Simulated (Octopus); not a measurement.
# MnS (Fm-3m) in Octopus: settings compared, part 2 of 2

Octopus 16.4. Earlier steps stand in the parts before.

### Step 9. Single point, r2SCAN, collinear spin, ferromagnetic start, 17.67 Å³/atom

The input, inp (second run):

```
CalculationMode = gs
UnitsOutput = eV_Angstrom
PeriodicDimensions = 3
ExperimentalFeatures = yes
PseudopotentialSet = hgh_lda
%LatticeParameters
 1*angstrom | 1*angstrom | 1*angstrom
%
%LatticeVectors
 0 | 2.6045 | 2.6045
 2.6045 | 0 | 2.6045
 2.6045 | 2.6045 | 0
%
%ReducedCoordinates
 "Mn" | 0 | 0 | 0
 "S" | 0.5 | 0.5 | 0.5
%
%Spacing
 0.16014431*angstrom | 0.16014431*angstrom | 0.16014431*angstrom
%
DerivativesOrder = 8
%KPointsGrid
 5 | 5 | 5
%
KPointsUseSymmetries = yes
XCFunctional = mgga_x_r2scan + mgga_c_r2scan
FilterPotentials = filter_none
SpinComponents = polarized
KPointsUseTimeReversal = no
SmearingFunction = fermi_dirac
Smearing = 0.05*eV
ExtraStates = 11
Eigensolver = chebyshev_filter
ConvRelDens = 1e-6
MaximumIter = 120
%Output
 density | cube
 elf | cube
 potential | cube
%
```

The input, inp (first run):

```
CalculationMode = gs
UnitsOutput = eV_Angstrom
PeriodicDimensions = 3
ExperimentalFeatures = yes
PseudopotentialSet = hgh_lda
%LatticeParameters
 1*angstrom | 1*angstrom | 1*angstrom
%
%LatticeVectors
 0 | 2.6045 | 2.6045
 2.6045 | 0 | 2.6045
 2.6045 | 2.6045 | 0
%
%ReducedCoordinates
 "Mn" | 0 | 0 | 0
 "S" | 0.5 | 0.5 | 0.5
%
%Spacing
 0.16014431*angstrom | 0.16014431*angstrom | 0.16014431*angstrom
%
DerivativesOrder = 8
%KPointsGrid
 5 | 5 | 5
%
KPointsUseSymmetries = yes
XCFunctional = gga_x_pbe + gga_c_pbe
FilterPotentials = filter_none
SpinComponents = polarized
KPointsUseTimeReversal = no
GuessMagnetDensity = user_defined
%AtomsMagnetDirection
 4.0
 0.0
%
SmearingFunction = fermi_dirac
Smearing = 0.05*eV
ExtraStates = 11
Eigensolver = chebyshev_filter
ConvRelDens = 1e-4
MaximumIter = 60
```

Potentials or basis: hgh_lda (LDA).

Command:

```
$ OMP_NUM_THREADS=1 octopus > start.log  # on inp (first run)
$ OMP_NUM_THREADS=1 octopus > out.log  # on inp (second run)
```

Run time: 8.9 min. Hardware: 1 thread of Arm Neoverse V2, shared host; peak memory 0.36 GiB.

Results (log left out):

| Item | Value |
| --- | --- |
| Free energy | -678.2673 eV |
| Band gap on the k mesh | 1.42 eV, indirect (least direct gap 3.48 eV) |
| Net moment | 5.00 μB per cell |
| Site moments | Mn +4.95; S +0.59 μB |

Caveat: this is an older set of potentials, less accurate than current ones; the potentials were made for another functional, which shifts forces and pressure; an odd mesh through Γ misses points on the zone boundary, where band edges often lie; a cell with one magnetic atom can't hold antiferromagnetic order, which such compounds often take.

### Step 10. Single point, SCAN, collinear spin, ferromagnetic start, 17.67 Å³/atom

inp (second run): that of step 9 with these lines changed.

```diff
@@ -25,3 +25,3 @@
 KPointsUseSymmetries = yes
-XCFunctional = mgga_x_r2scan + mgga_c_r2scan
+XCFunctional = mgga_x_scan + mgga_c_scan
 FilterPotentials = filter_none
@@ -35,6 +35 @@
 MaximumIter = 120
-%Output
- density | cube
- elf | cube
- potential | cube
-%
```

inp (first run) is that of step 9.

Command:

```
$ OMP_NUM_THREADS=1 octopus > start.log  # on inp (first run)
$ OMP_NUM_THREADS=1 octopus > out.log  # on inp (second run)
```

Run time: 11 min. Hardware: 1 thread of Arm Neoverse V2, shared host; peak memory 0.36 GiB.

Results (log left out):

| Quantity | Value |
| --- | --- |
| Free energy | -679.6571 eV |
| Band gap on the k mesh | 1.51 eV, indirect (least direct gap 3.46 eV) |
| Net moment | 5.00 μB per cell |
| Site moments | Mn +4.95; S +0.57 μB |

Caveat: this is an older set of potentials, less accurate than current ones; the potentials were made for another functional, which shifts forces and pressure; an odd mesh through Γ misses points on the zone boundary, where band edges often lie; a cell with one magnetic atom can't hold antiferromagnetic order, which such compounds often take.

### Step 11. Single point, TPSS, collinear spin, ferromagnetic start, 17.67 Å³/atom

inp (second run): that of step 10 with these lines changed.

```diff
@@ -25,3 +25,3 @@
 KPointsUseSymmetries = yes
-XCFunctional = mgga_x_scan + mgga_c_scan
+XCFunctional = mgga_x_tpss + mgga_c_tpss
 FilterPotentials = filter_none
```

inp (first run) is that of step 10.

Command:

```
$ OMP_NUM_THREADS=1 octopus > start.log  # on inp (first run)
$ OMP_NUM_THREADS=1 octopus > out.log  # on inp (second run)
```

Run time: 8.1 min. Hardware: 1 thread of Arm Neoverse V2, shared host; peak memory 0.36 GiB.

Results (log left out):

```yaml
Free_energy: -684.5864 eV
Band_gap_on_the_k_mesh: 1.50 eV, indirect (least direct gap 3.18 eV)
Net_moment: 5.00 μB per cell
Site_moments: Mn +4.94; S +0.59 μB
```

Caveat: this is an older set of potentials, less accurate than current ones; the potentials were made for another functional, which shifts forces and pressure; an odd mesh through Γ misses points on the zone boundary, where band edges often lie; a cell with one magnetic atom can't hold antiferromagnetic order, which such compounds often take.

### Step 12. Single point, TASK, collinear spin, ferromagnetic start, 17.67 Å³/atom

inp (second run): that of step 11 with these lines changed.

```diff
@@ -25,3 +25,3 @@
 KPointsUseSymmetries = yes
-XCFunctional = mgga_x_tpss + mgga_c_tpss
+XCFunctional = mgga_x_task + lda_c_pw
 FilterPotentials = filter_none
```

inp (first run) is that of step 11.

Potentials or basis: hgh_lda (LDA).

Command:

```
$ OMP_NUM_THREADS=1 octopus > start.log  # on inp (first run)
$ OMP_NUM_THREADS=1 octopus > out.log  # on inp (second run)
```

Wall time 9.3 min (1 thread of Arm Neoverse V2, shared host); peak memory 0.36 GiB.

The run converged. Its results:

* Free energy: -672.2765 eV
* Band gap on the k mesh: 1.18 eV, indirect (least direct gap 3.85 eV)
* Net moment: 5.00 μB per cell
* Site moments: Mn +5.00; S +0.57 μB

Caveat: this is an older set of potentials, less accurate than current ones; the potentials were made for another functional, which shifts forces and pressure; an odd mesh through Γ misses points on the zone boundary, where band edges often lie; a cell with one magnetic atom can't hold antiferromagnetic order, which such compounds often take.

### Step 13. Single point, TB-mBJ, collinear spin, ferromagnetic start, 17.67 Å³/atom

inp (second run): that of step 12 with these lines changed.

```diff
@@ -25,3 +25,3 @@
 KPointsUseSymmetries = yes
-XCFunctional = mgga_x_task + lda_c_pw
+XCFunctional = mgga_x_tb09 + lda_c_pw
 FilterPotentials = filter_none
@@ -35 +35,6 @@
 MaximumIter = 120
+%Output
+ density | cube
+ elf | cube
+ potential | cube
+%
```

inp (first run) is that of step 12.

Command:

```
$ OMP_NUM_THREADS=1 octopus > start.log  # on inp (first run)
$ OMP_NUM_THREADS=1 octopus > out.log  # on inp (second run)
```

Wall time 4.5 min (1 thread of Arm Neoverse V2, shared host); peak memory 0.35 GiB.

The run converged. Its results:

| Item | Value |
| --- | --- |
| Band gap on the k mesh | none (metal or under the smearing width) |
| Net moment | 5.00 μB per cell |
| Site moments | Mn +4.95; S +0.83 μB |

Caveat: the k mesh is coarse (spacing up to 0.42 Å⁻¹), so the values aren't converged; this is an older set of potentials, less accurate than current ones; the potentials were made for another functional, which shifts forces and pressure; a model potential gives levels but no total energy or forces; a cell with one magnetic atom can't hold antiferromagnetic order, which such compounds often take; semilocal functionals often make such compounds metallic where correlation or magnetic order opens a gap, which also shifts bond lengths.

### Step 14. Single point, PBE, collinear spin, ferromagnetic start, 17.67 Å³/atom

The input, inp:

```
CalculationMode = gs
UnitsOutput = eV_Angstrom
PeriodicDimensions = 3
ExperimentalFeatures = yes
PseudopotentialSet = pseudodojo_pbe
%LatticeParameters
 1*angstrom | 1*angstrom | 1*angstrom
%
%LatticeVectors
 0 | 2.6045 | 2.6045
 2.6045 | 0 | 2.6045
 2.6045 | 2.6045 | 0
%
%ReducedCoordinates
 "Mn" | 0 | 0 | 0
 "S" | 0.5 | 0.5 | 0.5
%
%Spacing
 0.14166612*angstrom | 0.14166612*angstrom | 0.14166612*angstrom
%
DerivativesOrder = 8
%KPointsGrid
 6 | 6 | 6
%
KPointsUseSymmetries = yes
XCFunctional = gga_x_pbe + gga_c_pbe
SpinComponents = polarized
KPointsUseTimeReversal = no
GuessMagnetDensity = user_defined
%AtomsMagnetDirection
 4.0
 0.0
%
SmearingFunction = fermi_dirac
Smearing = 0.05*eV
ExtraStates = 11
Eigensolver = chebyshev_filter
ConvRelDens = 1e-6
MaximumIter = 120
```

Potentials or basis: pseudodojo_pbe (PseudoDojo 0.5, PBE).

Command:

```
$ OMP_NUM_THREADS=1 octopus > out.log
```

Wall time 4.7 min (1 thread of Arm Neoverse V2, shared host); peak memory 0.78 GiB.

Results (log left out):

| Quantity | Value |
| --- | --- |
| Free energy | -3264.3307 eV |
| Band gap on the k mesh | none (metal or under the smearing width) |
| Net moment | 4.70 μB per cell |
| Site moments | Mn +4.59; S +0.71 μB |

Caveat: a cell with one magnetic atom can't hold antiferromagnetic order, which such compounds often take; semilocal functionals often make such compounds metallic where correlation or magnetic order opens a gap, which also shifts bond lengths.

### Step 15. Single point, PBE, collinear spin, ferromagnetic start, 17.67 Å³/atom

inp: that of step 14 with these lines changed.

```diff
@@ -30,3 +30,3 @@
 %AtomsMagnetDirection
- 4.0
+ 8.0
  0.0
@@ -39 +39,6 @@
 MaximumIter = 120
+%Output
+ density | cube
+ elf | cube
+ potential | cube
+%
```

Potentials or basis: pseudodojo_pbe (PseudoDojo 0.5, PBE).

Command:

```
$ OMP_NUM_THREADS=1 octopus > out.log
```

Run time: 5 min. Hardware: 1 thread of Arm Neoverse V2, shared host; peak memory 0.78 GiB.

The run converged. Its results:

| Quantity | Value |
| --- | --- |
| Free energy | -3264.3307 eV |
| Band gap on the k mesh | none (metal or under the smearing width) |
| Net moment | 4.70 μB per cell |
| Site moments | Mn +4.59; S +0.71 μB |

Caveat: a cell with one magnetic atom can't hold antiferromagnetic order, which such compounds often take; semilocal functionals often make such compounds metallic where correlation or magnetic order opens a gap, which also shifts bond lengths.

### Step 16. Single point, PBE, 17.67 Å³/atom

inp: that of step 15 with these lines changed.

```diff
@@ -26,12 +26,5 @@
 XCFunctional = gga_x_pbe + gga_c_pbe
-SpinComponents = polarized
-KPointsUseTimeReversal = no
-GuessMagnetDensity = user_defined
-%AtomsMagnetDirection
- 8.0
- 0.0
-%
 SmearingFunction = fermi_dirac
 Smearing = 0.05*eV
-ExtraStates = 11
+ExtraStates = 8
 Eigensolver = chebyshev_filter
@@ -39,6 +32 @@
 MaximumIter = 120
-%Output
- density | cube
- elf | cube
- potential | cube
-%
```

Command:

```
$ OMP_NUM_THREADS=1 octopus > out.log
```

Run time: 1.8 min. Hardware: 1 thread of Arm Neoverse V2, shared host; peak memory 0.4 GiB.

The run converged. Its results:

```
Free energy            : -3261.9305 eV
Band gap on the k mesh : none (metal or under the smearing width)
```

Caveat: the run has no spin polarisation, though such a crystal can be magnetic; semilocal functionals often make such compounds metallic where correlation or magnetic order opens a gap, which also shifts bond lengths.

### Step 17. Single point, PBE, collinear spin, random start, 17.67 Å³/atom

inp: that of step 16 with these lines changed.

```diff
@@ -26,5 +26,12 @@
 XCFunctional = gga_x_pbe + gga_c_pbe
+SpinComponents = polarized
+KPointsUseTimeReversal = no
+GuessMagnetDensity = user_defined
+%AtomsMagnetDirection
+ 1.38
+ 0.0
+%
 SmearingFunction = fermi_dirac
 Smearing = 0.05*eV
-ExtraStates = 8
+ExtraStates = 9
 Eigensolver = chebyshev_filter
```

Command:

```
$ OMP_NUM_THREADS=1 octopus > out.log
```

Wall time 4.3 min (1 thread of Arm Neoverse V2, shared host); peak memory 0.72 GiB.

Results (log left out):

- Free energy: -3264.3307 eV
- Band gap on the k mesh: none (metal or under the smearing width)
- Net moment: 4.70 μB per cell
- Site moments: Mn +4.59; S +0.71 μB

Caveat: a cell with one magnetic atom can't hold antiferromagnetic order, which such compounds often take; semilocal functionals often make such compounds metallic where correlation or magnetic order opens a gap, which also shifts bond lengths.

### Step 18. The reference run

An earlier run on the cell as given: functional PBEsol; potentials or basis pseudodojo_pbesol (PseudoDojo 0.4, PBEsol); grid spacing 0.123 Å; k mesh 9 × 9 × 9; occupations fermi-dirac, width 0.05 eV; collinear spin, ferromagnetic start; starting moments [4.0, 0.0] μB.

- Band gap on the k mesh: none (metal or under the smearing width)
- Net moment: 4.72 μB per cell
- Site moments: Mn +4.60; S +0.73 μB
